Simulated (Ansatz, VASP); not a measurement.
AlN: VASP beside Ansatz

```
CELL_PARAMETERS angstrom
3.31212 0.00000 0.00000
-1.65606 2.86838 0.00000
0.00000 0.00000 4.18756
ATOMIC_POSITIONS crystal
Al 0.43792 0.87584 0.60672
Al 0.66667 0.33333 0.25000
N 0.33333 0.66667 0.25000
N 0.66667 0.33333 0.75000
```

Alike in both runs: task single point; functional PBE; k mesh 9 × 9 × 6; occupations gaussian, width 0.05 eV; no spin polarisation.

|  | VASP | Ansatz |
| --- | --- | --- |
| version | VASP 6.6.1 | Ansatz 0.2.0 |
| potentials or method | VASP PAW PBE potentials, release 64 (Al, N) | scalar-relativistic, plane waves, PAW |
| plane-wave cutoff (eV) | 520 | 420 |
| valence electrons in the cell | 16 | 16 |

```csv
,VASP,Ansatz,Ansatz less VASP
gap on the k mesh at the Fermi level (eV),2.72,2.72,+0.005
least direct gap on the mesh (eV),2.99,2.99,-0.001
rms of the force components (eV/Å),8.873,8.823,-0.0500
```

Atom by atom the forces differ by 0.072 eV/Å (rms over components). With one functional, cell and mesh, what is left measures potentials, basis and numerics.

Caveats: an odd mesh through Γ misses points on the zone boundary, where band edges often lie; forces of over 1 eV/Å show positions far from the minimum, so gaps and moduli don't describe the material at rest.
